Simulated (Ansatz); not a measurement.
NaH built on the rocksalt prototype, relaxed with r2SCAN in the PAW code Ansatz. Space group Fm-3m (No. 225), cubic; a = 4.795 Å in the conventional setting, 13.78 Å³ an atom. Na has 6 H at 2.40 Å; H has 6 Na at 2.40 Å.

The axes x, y and z are those of this cell:
```xyz
2
Lattice="0.0000 2.3975 2.3975 2.3975 0.0000 2.3975 2.3975 2.3975 0.0000" Properties=species:S:1:pos:R:3 pbc="T T T"
Na    0.0000    0.0000    0.0000
H     2.3975    2.3975    2.3975
```

Unstrained: PBE gives an indirect gap of 3.802 eV, from W to L; the least direct gap is 4.672 eV at L. r2SCAN gives an indirect gap of 4.401 eV, from W to L; the least direct gap is 5.264 eV at L. With HSE06 the valence top lies at W and the conduction bottom at L, 4.849 eV higher; the smallest vertical gap, at L, is 5.811 eV. Meshes: PBE 10×10×10, r2SCAN 10×10×10, HSE06 6×6×6. Strains are changes of length per length, and xy shears are angles. After each strain the atoms were relaxed again with r2SCAN in this cell and within any symmetry left, so distortions that break it or need a larger cell weren't tested; points keep the names that they have in the unstrained zone. The values are computed, spin-unpolarised, and not measurements.

Question: Estimate what uniaxial +2.5 % along x, other directions held does to the gap.

Answer: PBE: the gap goes from 3.802 to 3.740 eV (-0.062 eV). r2SCAN: the gap goes from 4.401 to 4.336 eV (-0.064 eV). HSE06: the gap goes from 4.849 to 4.778 eV (-0.072 eV). The r2SCAN energy rises by 1.2 meV an atom.

Question: One strain changed the r2SCAN stress by xx +0.04, yy +0.04, zz -0.05, xy -1.20 GPa (compression positive) and the gap by -0.160 eV (PBE), -0.161 eV (r2SCAN), -0.163 eV (HSE06). Which kind of strain was it, and roughly how large?

Answer: Xy shear, engineering strain (angle) +5.0 %. The pattern of the stress gives the kind; the size needs the stiffness, so it is an estimate.

Question: Apply isotropic +5.0 % on every length. How far does the gap move, against the unstrained cell?

Answer: PBE: the gap goes from 3.802 to 3.562 eV (-0.240 eV). r2SCAN: the gap goes from 4.401 to 4.146 eV (-0.254 eV). HSE06: the gap goes from 4.849 to 4.564 eV (-0.286 eV). The r2SCAN energy rises by 20.7 meV an atom.

Question: Apply epitaxial +3.0 % in the xy plane, free normal strain -1.50 %. How far does the gap move, against the unstrained cell?

Answer: PBE: the gap goes from 3.802 to 3.700 eV (-0.101 eV); the edges go from W → L to (0.307, -1/2, -0.193) → L. r2SCAN: the gap goes from 4.401 to 4.294 eV (-0.107 eV); the edges go from W → L to (0.307, -1/2, -0.193) → L. HSE06: the gap goes from 4.849 to 4.730 eV (-0.119 eV); the edges go from W → L to (0.307, -1/2, -0.193) → L. The r2SCAN energy rises by 3.9 meV an atom.

Question: Apply uniaxial +1.0 % along [111], other directions held. How far does the gap move, against the unstrained cell?

Answer: PBE: the gap goes from 3.802 to 3.724 eV (-0.078 eV); the edges go from W → L to (0.245, -1/2, -1/4) → L. r2SCAN: the gap goes from 4.401 to 4.322 eV (-0.079 eV); the edges go from W → L to (0.245, -1/2, -1/4) → L. HSE06: the gap goes from 4.849 to 4.768 eV (-0.081 eV); the edges go from W → L to (0.245, -1/2, -1/4) → L. The r2SCAN energy rises by 0.2 meV an atom.

Where an edge lies off the special points, it is a point of the mesh or the k point where a search put PBE's edge or least direct gap, reused for the other functionals, whose own edges may lie a little apart.

Coordinates of k points refer to the reciprocal vectors of the primitive cell of the runs.

The meshes of the hybrids are coarse, so their gaps aren't converged to the digits shown.
